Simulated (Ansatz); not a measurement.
Wanted: the native input for an Ansatz 0.2.0 run.

```
Task                : single point
Functional          : PBE
Potentials or basis : Ansatz PAW
Cutoff              : 420 eV (not typed: the program's choice for these potentials)
k mesh              : 9 × 9 × 5
Occupations         : gaussian, width 0.028 eV
Spin                : no spin polarisation
```

The system is Sb.

```xyz
2
Lattice="3.3545 0.0000 0.0000 -1.6773 2.9051 0.0000 0.0000 0.0000 5.4702" Properties=species:S:1:pos:R:3 pbc="T T T"
Sb    1.6773    0.9684    4.1026
Sb    0.0000    1.9367    1.3675
```

This isn't the form of Sb at room conditions, which is rhombohedral.

One way to write it, as run:

input.yaml

```yaml
crystal:
  lattice:
    - [3.3545324186, 0.0, 0.0]
    - [-1.6772662093, 2.9051102923, 0.0]
    - [0.0, 0.0, 5.47016065]
  atoms:
    - { symbol: Sb, position: [0.6666666667, 0.3333333333, 0.75] }
    - { symbol: Sb, position: [0.3333333333, 0.6666666667, 0.25] }
hamiltonian:
  xc: pbe
  pseudopotentials: { kind: paw }
kpoints:
  mp_grid: { grid: [9, 9, 5] }
scf:
  occupations: { method: gaussian, width: 0.028 }
output:
  forces: true
  stress: true
  eigenvalues: true
  write_density: true
  write_potential: true
  elf: true
  volumetric_format: npy
```

Potentials or basis: Ansatz PAW.

The run is started by

```sh
$ ansatz run input.yaml --threads 2 --pin off --max-ram 5632MiB --backend cpu --events-out ev --progress --plain --runs-dir out
```

It gave:

```json
{
  "Pressure": "1.5 GPa",
  "Band gap on the k mesh": "none (metal or under the smearing width)"
}
```

Run time: 0.55 s on 2 threads of AMD EPYC 9R45 96-Core Processor (Zen 5), with other jobs on the host, peak memory 0.4 GiB.
